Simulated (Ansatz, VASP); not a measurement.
**Be in VASP and in Ansatz**

File INCAR:

```
  PREC = Accurate
  ENCUT = 520
  EDIFF = 1E-6
  ISMEAR = -1
  SIGMA = 0.1
  LREAL = F
  LASPH = T
  NELM = 60
  ALGO = Normal
  ISIF = 2
  LWAVE = F
  LCHARG = F
  GGA = B5
  ALDAX = 1.0
  AGGAX = 1.0
  AGGAC = 1.0
  ALDAC = 0.0
  NBANDS = 7
```

The input KPOINTS:

```
Automatic mesh
0
Gamma
  20 20 20
```

The input POSCAR:

```
Be
1.0
   -1.2342721887      1.2342721887      1.2342721887
    1.2342721887     -1.2342721887      1.2342721887
    1.2342721887      1.2342721887     -1.2342721887
Be
1
Direct
    0.0000000000      0.0000000000      0.0000000000
```

Input for Ansatz:

```yaml
crystal:
  lattice:
    - [-1.2342721887, 1.2342721887, 1.2342721887]
    - [1.2342721887, -1.2342721887, 1.2342721887]
    - [1.2342721887, 1.2342721887, -1.2342721887]
  atoms:
    - { symbol: Be, position: [0.0, 0.0, 0.0] }
hamiltonian:
  xc: blyp
  pseudopotentials:
    kind: paw
    azcp:
      Be: "pseudopotentials/Be.paw.azcp"
basis:
  ecutwfc: 420
  fft_grid_basis: typed
kpoints:
  mp_grid: { grid: [20, 20, 20], shift: [0, 0, 0] }
magnetization:
  spin_polarized: false
scf:
  occupations: { method: fermi_dirac, width: 0.1 }
  lower_state_search: "off"
output:
  stress: true
```

Alike in both runs: task single point; functional BLYP; k mesh 20 × 20 × 20; occupations fermi-dirac, width 0.1 eV; no spin polarisation.

|  | VASP | Ansatz |
| --- | --- | --- |
| version | VASP 6.6.1 | Ansatz 0.2.0 |
| potentials or method | VASP PAW PBE potentials, release 64 (Be) | plane waves (420 eV) with PAW, scalar-relativistic |
| plane-wave cutoff (eV) | 520 | 420 |
| valence electrons in the cell | 2 | 2 |

```csv
,VASP,Ansatz,Ansatz less VASP
pressure (GPa),5.3,5.2,-0.10
```

Caveats: the PAW data sets were made with another functional, which shifts forces and pressure a little (VASP).
